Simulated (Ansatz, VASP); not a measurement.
**One calculation of Pd, two programs**

```
Pd
1.0
     2.28830    0.00000    0.00000
    -1.14415    1.98173    0.00000
     0.00000    0.00000    2.19822
Pd
1
Direct
  0.00000 0.00000 0.00000
```

Change from the starting cell: volume scaled by 0.6, PAW files.

Alike in both runs: task single point; functional PBE; k mesh 16 × 16 × 15; occupations fermi-dirac, width 0.08 eV; no spin polarisation.

|  | VASP | Ansatz |
| --- | --- | --- |
| version | VASP 6.6.1 | Ansatz 0.2.0 |
| potentials or method | VASP PAW PBE potentials, release 64 (Pd) | PAW with Ansatz's default frozen-core files, scalar-relativistic |
| plane-wave cutoff (eV) | 520 | 420 |
| valence electrons in the cell | 10 | 18 |

|  | VASP | Ansatz | Ansatz less VASP |
| --- | --- | --- | --- |
| pressure (GPa) | 275.3 | 278.5 | +3.28 |
| largest component of the traceless stress (GPa) | 2.94 | 0.33 | -2.606 |

With one functional, cell and mesh, what is left measures potentials, basis and numerics. The two sets of potentials don't hold the same shells in valence.

Caveats: the cell as given lies far from equilibrium; so large a pressure means that the cell lies far from this level's equilibrium, or that cutoff or potentials fall short (VASP).
